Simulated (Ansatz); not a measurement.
Crystal: GaN.

```
Ga N
1.0
     0.00000    2.13524    2.13524
     2.13524    0.00000    2.13524
     2.13524    2.13524    0.00000
Ga N
1 1
Direct
  0.00000 0.00000 0.00000
  0.50000 0.50000 0.50000
```

Measurements of this composition are mostly on another form, of space group No. 186.

Base run:

| Item | Value |
| --- | --- |
| Program | Ansatz 0.2.0 |
| Functional | LDA |
| Potentials or basis | all-electron LAPW, scalar-relativistic |
| Cutoff | 347 eV (chosen from the basis error) |
| Basis error allowed | 0.001 eV/atom |
| k mesh | 11 × 11 × 11 |
| Occupations | fermi-dirac, width 0.05 eV |
| Spin | no spin polarisation |

Its results: band gap on the k mesh 0.34 eV, indirect (least direct gap 2.42 eV); pressure -13.5 GPa.

Q: The run is repeated on the same cell with these changes: functional from LDA to PBE. What comes out?

A: Band gap on the k mesh 0.55 eV, indirect (least direct gap 2.38 eV); pressure -0.3 GPa.

PBE binds less tightly than LDA, so the same cell stands under more pressure.

Caveats: the mesh misses the band edges, which the band path finds closer together.
